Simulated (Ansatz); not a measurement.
# MgS under changes of volume

One of the cells (22.740 Å³/atom); the others are scaled copies at fixed shape and fractional positions:

```
S Mg
1.0
     0.00000    2.83312    2.83312
     2.83312    0.00000    2.83312
     2.83312    2.83312    0.00000
S Mg
1 1
Direct
  0.25000 0.25000 0.25000
  0.00000 0.00000 0.00000
```

The cell comes from a database or a generator and needn't be the stable form of this composition.

| Property | Result |
| --- | --- |
| Program | Ansatz 0.2.0 |
| Functional | HSE06 |
| Potentials or basis | Ansatz PAW |
| Cutoff | 420 eV (not typed: the program's choice for these potentials) |
| k mesh | 6 × 6 × 6 |
| Occupations | fermi-dirac, width 0.05 eV |
| Spin | no spin polarisation |

| volume (Å³/atom) | energy over the lowest point (meV/atom) | pressure (GPa) | gap on the mesh (eV) |
| --- | --- | --- | --- |
| 21.376 | ? | ? | ? |
| 21.831 | 6.61 | 2.5 | 4.74 |
| 22.285 | 1.45 | 1.1 | 4.62 |
| 22.740 | 0.00 | -0.1 | 4.52 |
| 23.195 | 1.91 | -1.2 | 4.41 |
| 23.650 | 6.85 | -2.2 | 4.31 |
| 24.105 | 14.54 | -3.2 | 4.21 |

Problem. What does the run at 21.376 Å³/atom give?

Solution. Energy over the lowest point 15.88 meV/atom; pressure 4.0 GPa; gap on the mesh 4.82 eV.

Worked out: A Birch-Murnaghan fit of order 3 (a polynomial in V^(-2/3)) to the other rows has its minimum at 22.70 Å³/atom with B0 = V·E''(V) = 59 GPa and B' = 4.1. It gives 15.90 meV/atom at 21.376 Å³/atom, against the run's 15.88, and -dE/dV = 4.0 GPa, against 4.0. A straight line through the other rows of the gap, of slope -5.32 eV per unit of ln V, extrapolates to 4.85 eV, against the run's 4.82.

Energies are extrapolated to zero smearing.

Caveats: the PAW data sets come from PBE, with cores solved anew for the run's functional, which leaves a small shift of forces and pressure; the thresholds are loose for stress.

A mesh can miss the band edges.
